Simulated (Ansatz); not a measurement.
**MoS2: a single-point run**

Aim: a sound single-point run of MoS2. The structure is shown as the input types it.

Computed with Ansatz 0.2.0 (DFT, LDA, all-electron PAW with datasets made for the crystal, scalar-relativistic, unless a step's input says otherwise).

5 further runs of the same task are left out: 5 that didn't finish.

## Step 1: Starting point

The structure is triclinic, space group P1 (No. 1). The conventional cell has a = 3.149 Å, b = 3.163 Å, c = 6.364 Å, α = 76.26°, β = 76.49°, γ = 60.43°. Mo (site symmetry 1) is surrounded by 6 S at 2.34 to 2.38 Å. S (site symmetry 1) has 3 Mo at 2.34 to 2.38 Å as nearest neighbours. S (site symmetry 1) has 3 Mo at 2.35 to 2.37 Å as nearest neighbours.

Cell or atoms stand a little off a more symmetric structure (R3m at a tolerance of 0.3 Å), so results at this geometry aren't those of that ideal crystal.

Coordinates:

```
CELL_PARAMETERS angstrom
1.54632 0.87456 6.11086
-1.61668 0.89037 6.12667
-0.02149 -1.85678 6.13246
ATOMIC_POSITIONS crystal
Mo 0.00000 0.00000 0.00000
S 0.74840 0.74840 0.74840
S 0.58490 0.58490 0.58490
```

## Step 2: The run

input.yaml reads:

```yaml
crystal:
  lattice:
    - [1.5463183085, 0.8745555049, 6.1108570999]
    - [-1.6166824051, 0.8903705085, 6.1266721035]
    - [-0.0214858534, -1.8567759634, 6.1324607966]
  atoms:
    - { symbol: Mo, position: [0.0, 0.0, 0.0] }
    - { symbol: S, position: [0.7484, 0.7484, 0.7484] }
    - { symbol: S, position: [0.5849, 0.5849, 0.5849] }
kpoints:
  mp_grid: { grid: [15, 15, 15] }
scf:
  occupations: { method: fermi_dirac, width: 0.05 }
hamiltonian:
  xc: lda
  pseudopotentials: { kind: all_electron, datasets: crystal }
output:
  forces: true
  stress: true
  eigenvalues: true
  efg: { contact_densities: true }
```

The run is started by

```bash
ansatz run input.yaml --threads 1 --pin off --max-ram 4096MiB --backend cpu --events-out ev --progress --plain --runs-dir out
```

What happens when this is run?

Nothing was computed: the input was turned down at the start. The line that matters: «memory limit exceeded: the `scf loop` phase needs 5.75 GiB against the run's memory maximum of 4.00 GiB; largest carriers: site augmentations 4.32 GiB, ion tables 0.74 GiB, wavefunctions 0.30 GiB ...»

The memory limit is under what the program plans for this job. It asks for 5.75 GiB, and 4.00 GiB are there.

The cure: give it more memory, or shrink what the message names as the largest carriers.
